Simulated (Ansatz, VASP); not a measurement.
# BN (Qingsongite): VASP beside Ansatz, part 2 of 2

Wanted: the spread between two codes on one cell, functional and k mesh. The cell is taken from a series of runs on this material, whose earlier steps may have relaxed, scaled, displaced or heated it; both programs get it as it stands.

VASP 6.6.1 and Ansatz 0.2.0.

So far: Starting point; VASP: G0W0 gap, LDA.

**3. Ansatz: G0W0 gap, LDA**

Level of this step: Ansatz beside VASP: Kohn-Sham DFT, plane waves, LDA (Ansatz).

Ansatz runs on its default PAW (the set named soft_2) files.

The same cell, functional (in two slightly different forms) and mesh now go to Ansatz, which takes its cutoff from its data sets.

input.yaml reads:

```yaml
crystal:
  lattice:
    - [0.0, 1.8075, 1.8075]
    - [1.8075, 0.0, 1.8075]
    - [1.8075, 1.8075, 0.0]
  atoms:
    - { symbol: B, position: [0.0, 0.0, 0.0] }
    - { symbol: "N", position: [0.25, 0.25, 0.25] }
kpoints:
  mp_grid: { grid: [8, 8, 8] }
hamiltonian:
  xc: lda
scf:
  occupations: { method: fixed }
output:
  eigenvalues: true
gw:
  n_empty_bands: 75
  ecut_chi: 200
  qp_bands: [v2, c2]
  qp_kpoints: band_edges
  screening: { model: contour_deformation }
```

The run is started by

```console
ansatz run input.yaml --threads 8 --pin off --max-ram 16384MiB --backend cpu --events-out ev --progress --plain --runs-dir out
```

Numbers of over 12 decimals in the logs are rounded to 6 here.

The log of the run:

```text
Engine: ansatz 0.2.0, aarch64-unknown-linux-gnu
Pseudopotentials: kind: paw
Pseudopotential: B, paw, valence charge 3, recommended cutoff 420 eV (normal), B.paw.azcp
Pseudopotential: N, paw, valence charge 5, recommended cutoff 420 eV (normal), N.paw.azcp
Functional definition: SPW92
  exchange = slater_x
  correlation = pw_c
Crystal: 2 atoms, lattice volume = 11.810 Å³
Basis set: ecut = 420 eV, 259 PW (Γ)
Bands: 8, of which v1, the nominal top of the filled ones, is band 4 counted from 1 (3 counted from 0)
Symmetry: 24 space group operations
Space group: F-43m (ITA 216), of the structure as read, at distance tolerance 2.3e-5 Å
k-points: 29 of 512 (time reversal used)
Non-local potential: B, projectors of the file, l = 0: 2, l = 1: 2, l = 2: 1
Non-local potential: N, projectors of the file, l = 0: 2, l = 1: 2, l = 2: 1
PAW form: soft (Blöchl's): semilocal exchange-correlation on the pseudo side does not see the compensation charge
PAW frozen core: B, regenerated for the run's functional, and the local potential with it (the file was generated under x = pbe(κ = 0.804, μ = 0.219515), c = pbe(β = 0.066725))
PAW frozen core: N, regenerated for the run's functional, and the local potential with it (the file was generated under x = pbe(κ = 0.804, μ = 0.219515), c = pbe(β = 0.066725))
PAW one-centre angular grid: B, 110 points (default); XC on 64 Gauss nodes
PAW one-centre angular grid: N, 110 points (default); XC on 64 Gauss nodes
Initial density: superposition of atomic densities (neutral atoms: chi_scale 0, normalization atom), corrected by the library's trained network
Initial wavefunctions: pseudopotential atomic-orbital guess
Functional: x = slater, c = lda
SCF iter   1: F=—  HF=-526.458037 eV  |F-HF|=—  |Δ(HF+E_count)|=         —  Δρ=7.32e-3  dr2=4.61e-3  ethr=1.77e-3  ⟨swp⟩=3.7  Hψ=1316  notcnv=0  defer=44
preconditioner: auto → none  [insulator: Δε(μ)=4.305 eV  Ē_g=19.817 eV  n_scr=0 (ndim 8)  ℏωp=30.6 eV  f_vac=0.000  ε∞_Penn≈3.4]
SCF iter   2: F=—  HF=-526.456767 eV  |F-HF|=—  |Δ(HF+E_count)|=   1.27e-3  Δρ=3.20e-3  dr2=4.41e-4  ethr=5.76e-5  ⟨swp⟩=2.2  Hψ=539  notcnv=0  defer=52
SCF iter   3: F=—  HF=-526.456629 eV  |F-HF|=—  |Δ(HF+E_count)|=   1.37e-4  Δρ=1.34e-3  dr2=7.37e-5  ethr=5.51e-6  ⟨swp⟩=2.8  Hψ=396  notcnv=0  defer=51
SCF iter   4: F=—  HF=-526.456609 eV  |F-HF|=—  |Δ(HF+E_count)|=   2.08e-5  Δρ=3.88e-4  dr2=6.11e-6  ethr=9.22e-7  ⟨swp⟩=1.0  Hψ=232  notcnv=0
SCF iter   5: F=—  HF=-526.456607 eV  |F-HF|=—  |Δ(HF+E_count)|=   1.73e-6  Δρ=5.28e-5  dr2=1.20e-7  ethr=7.64e-8  ⟨swp⟩=1.0  Hψ=232  notcnv=0
SCF iter   6: F=-526.456607 eV  HF=-526.456607 eV  |F-HF|=2.69e-11  |Δ(HF+E_count)|=   1.36e-8  Δρ=3.04e-6  dr2=3.83e-10  ethr=1.25e-9  ⟨swp⟩=3.9  Hψ=870  notcnv=0
SCF 1 converged in 6 iterations: F = -526.456607 eV  dr2 = 3.83e-10
  greatest PAW one-centre occupation: 0.780 electrons in one spin orbital (limit 2), on the N atom at site 1 (counted from 0), in its partial waves of l = 0
NSCF: frozen V_eff on 29 k-points
G₀W₀ screening: q 1/29
G₀W₀ screening: q 2/29 (q-point 23)
G₀W₀ screening: q 3/29 (q-point 26)
G₀W₀ screening: q 4/29 (q-point 7)
G₀W₀ screening: q 5/29 (q-point 8)
G₀W₀ screening: q 6/29 (q-point 9)
G₀W₀ screening: q 7/29 (q-point 10)
G₀W₀ screening: q 8/29 (q-point 11)
G₀W₀ screening: q 9/29 (q-point 14)
G₀W₀ screening: q 10/29 (q-point 15)
G₀W₀ screening: q 11/29 (q-point 16)
G₀W₀ screening: q 12/29 (q-point 19)
G₀W₀ screening: q 13/29 (q-point 22)
G₀W₀ screening: q 14/29 (q-point 24)
G₀W₀ screening: q 15/29 (q-point 25)
G₀W₀ screening: q 16/29 (q-point 27)
G₀W₀ screening: q 17/29 (q-point 12)
G₀W₀ screening: q 18/29 (q-point 17)
G₀W₀ screening: q 19/29 (q-point 20)
G₀W₀ screening: q 20/29 (q-point 28)
G₀W₀ screening: q 21/29 (q-point 2)
G₀W₀ screening: q 22/29 (q-point 3)
G₀W₀ screening: q 23/29 (q-point 4)
G₀W₀ screening: q 24/29 (q-point 6)
G₀W₀ screening: q 25/29 (q-point 13)
G₀W₀ screening: q 26/29 (q-point 18)
G₀W₀ screening: q 27/29 (q-point 29)
G₀W₀ screening: q 28/29 (q-point 5)
G₀W₀ screening: q 29/29 (q-point 21)
G₀W₀ self-energy: k 1/11
G₀W₀ self-energy: k 2/11
G₀W₀ self-energy: k 3/11
G₀W₀ self-energy: k 4/11
G₀W₀ self-energy: k 5/11
G₀W₀ self-energy: k 6/11
G₀W₀ self-energy: k 7/11
G₀W₀ self-energy: k 8/11
G₀W₀ self-energy: k 9/11
G₀W₀ self-energy: k 10/11
G₀W₀ self-energy: k 11/11
SCF converged after 6 iterations
Free energy (F): -526.456607 eV
Harris-Foulkes:  -526.456607 eV  (|F-HF|=2.69e-11)
Internal energy: -526.456607 eV  (E = F + TS)
E sigma→0 (E₀):  -526.456607 eV
Fermi energy:    10.922760 eV
--- Per-component energies (eV) ---
  E_band       = 24.805945
  E_kinetic    = 185.144438
  E_local      = -176.548950  (includes V_loc(G=0)·N_el)
  E_nonlocal   = 58.497371
  E_hartree    = 48.602156
  E_xc         = -92.553765
  E_vxc        = -115.539013  (∫ρ·V_xc dr)
  E_paw        = -191.339185  (= ΣΔE_a)
  E_vpaw       = -23.952447  (= ΣTr[D̂ρ^β])
  E_aug_tail   = 0.000099  (compensation charges beyond the density's cutoff)
  E_ewald      = -358.384650
  E_core_change = 0.125878  (= ΣΔE_core)
  E_smearing   = -0.000000  (= −TS)
  E_closure    = 0.000000  (closes the sum)
  Σ components = -526.456607   (vs F -526.456607, Δ=0.00e0)
--- Band table (eV; the first three rows and the last of 29) ---
  k-point 0: bands = ["-9.1513", "10.9228", "10.9228", "10.9228", "19.6195", "19.6195", "19.6195", "21.3342"]
  k-point 1: bands = ["-8.7708", "9.0633", "10.5419", "10.5419", "20.0267", "20.1890", "20.1890", "22.4613"]
  k-point 2: bands = ["-7.6642", "5.4719", "9.7907", "9.7907", "20.5516", "21.1340", "21.1340", "24.3888"]
  k-point 28: bands = ["-3.1604", "3.4186", "3.9001", "4.3642", "20.3651", "24.1399", "25.1818", "25.5811"]
--- G₀W₀: contour deformation, 6 samples at zero and on the imaginary axis and 2 off it, 512 q-points, 75 empty bands' worth ---
  eigenvalues of the whole cell's RPA ε∞ on this k-mesh (on a slab, of 1 + 4πα/V) = 4.4284, 4.4284, 4.4284; static W/v taken at q = 0 is 0.225813
  bands read: the sum over 79 bands ends inside a degenerate multiplet in 2 slots, whose members it reads at an even weight; the widest, k=0: bands 78 to 80 (counted from 1) at 2/3 each
  gw.qp_kpoints: band_edges: 11 of 29 stored k-points solved, in 1 pass; an edge of the gap read off the rows below is read off those points alone
    valence top: of the k-points left out ik 10 came nearest to being solved in a further pass, in band 4 (counted from 1, as in the quasiparticle table): it holds the edge there only if its correction is more favourable than any solved in that band by at least 1.195 eV; those differ by 0.371 eV
    conduction bottom: of the k-points left out ik 18 came nearest to being solved in a further pass, in band 5 (counted from 1, as in the quasiparticle table): it holds the edge there only if its correction is more favourable than any solved in that band by at least 1.133 eV; those differ by 0.668 eV
    ik  band        ε_KS         Σx   Σc(E_QP)       V_xc       Z   E_QP_lin       E_QP  E_QP is
     0     3     10.9228   -22.8239     2.5055   -19.4752  0.8237    10.0767    10.0795  root
     0     4     10.9228   -22.8239     2.5055   -19.4752  0.8237    10.0767    10.0795  root
     0     5     19.6195    -7.9919    -5.5935   -15.0837  0.8375    21.1285    21.1178  root
     0     6     19.6195    -7.9919    -5.5935   -15.0837  0.8375    21.1285    21.1178  root
     1     3     10.5419   -22.6547     2.5723   -19.2097  0.8231     9.6661     9.6693  root
     1     4     10.5419   -22.6547     2.5723   -19.2097  0.8231     9.6661     9.6693  root
     1     5     20.0267    -8.7951    -5.6320   -15.7767  0.8339    21.3853    21.3763  root
     1     6     20.1890    -8.0993    -5.7334   -15.3661  0.8342    21.7344    21.7225  root
     2     3      9.7907   -22.5132     2.7522   -18.8256  0.8214     8.8515     8.8553  root
     2     4      9.7907   -22.5132     2.7522   -18.8256  0.8214     8.8515     8.8553  root
     2     5     20.5516    -9.4862    -5.7198   -16.3934  0.8304    21.7464    21.7390  root
     2     6     21.1340    -8.0500    -5.9674   -15.5918  0.8297    22.7222    22.7084  root
     3     3      9.1929   -22.5208     2.9226   -18.6090  0.8195     8.1992     8.2037  root
     3     4      9.1929   -22.5208     2.9226   -18.6090  0.8195     8.1992     8.2037  root
     3     5     20.9700    -9.9271    -5.7698   -16.7780  0.8285    22.0573    22.0511  root
     3     6     21.4984    -7.7975    -5.9895   -15.3319  0.8304    23.0569    23.0433  root
     4     3      8.9760   -22.5427     2.9884   -18.5451  0.8188     7.9619     7.9668  root
     4     4      8.9760   -22.5427     2.9884   -18.5451  0.8188     7.9619     7.9668  root
     4     5     21.1261   -10.0921    -5.7835   -16.9180  0.8280    22.1744    22.1685  root
     4     6     21.5043    -7.6778    -5.9484   -15.1445  0.8318    23.0357    23.0227  root
     5     3      9.8054   -22.3156     2.6943   -18.6971  0.8220     8.8775     8.8812  root
     5     4      9.8054   -22.3156     2.6943   -18.6971  0.8220     8.8775     8.8812  root
     5     5     18.9604    -8.1473    -5.4413   -14.9315  0.8398    20.3116    20.3034  root
     5     6     21.1455    -8.4229    -5.9289   -15.9428  0.8288    22.7504    22.7365  root
[...]
20     3      5.9990   -22.2124     3.6930   -17.3048  0.8076     4.7746     4.7843  root
    20     4      5.9990   -22.2124     3.6930   -17.3048  0.8076     4.7746     4.7843  root
    20     5     15.2834    -8.1183    -4.6720   -13.6795  0.8518    16.1755    16.1727  root
    20     6     20.0923    -7.8942    -5.2874   -14.1696  0.8472    21.0848    21.0804  root
    23     3      6.1152   -22.6346     3.7754   -17.5623  0.8065     4.8069     4.8182  root
    23     4      7.4551   -22.0240     3.2700   -17.6414  0.8147     6.3357     6.3425  root
    23     5     20.3609    -8.0260    -5.5581   -14.8905  0.8361    21.6760    21.6673  root
    23     6     22.0402    -8.4572    -6.1125   -15.8974  0.8257    23.3787    23.3678  root
```

The column dr2 measures how far the density is from self-consistency, as an energy; F and HF (Harris–Foulkes) agree once it is small.

**4. Side by side**

Known differences besides the potentials themselves: the two LDA forms differ slightly; fixed occupations in Ansatz, narrow Gaussian smearing in VASP; the cutoff is 420 eV in Ansatz and 450 eV in VASP; VASP's log shows a relativistic correction to its local exchange, Ansatz's none; Ansatz integrates over frequency by contour deformation, VASP on a grid of NOMEGA points; Ansatz's G0W0 levels solve the quasiparticle equation, VASP's are linearised. Total energies have different zeros and are not compared.

Both answers:

| quantity | Ansatz | VASP | difference |
| --- | --- | --- | --- |
| G0W0 gap on the mesh (eV) | 6.09 | 6.04 | +0.05 |
| Kohn-Sham gap under it (eV) | 4.36 | 4.35 | +0.01 |

**5. Results**

```yaml
difference_in_g0w0_gap_on_the_mesh_g0w0_gap_lda: 0.054 eV
```

What this shows: The difference in G0W0 gap on the mesh is 0.054 eV (G0W0 gap, LDA). How closely two codes agree says nothing of how well the functional describes the real material.

[Lines on the potential files, build, host, timing and source positions are cut from VASP's logs without a mark.]

[Logs are printed without paths, hosts, clocks, repeated set-up lines and the standing remarks that a program may print on its own settings, such as how far it seeks lower states.]

[Hosts, paths, dates, database ids (printed as entryN), source tags and the programs' standing remarks are cut or masked in the printed files.]
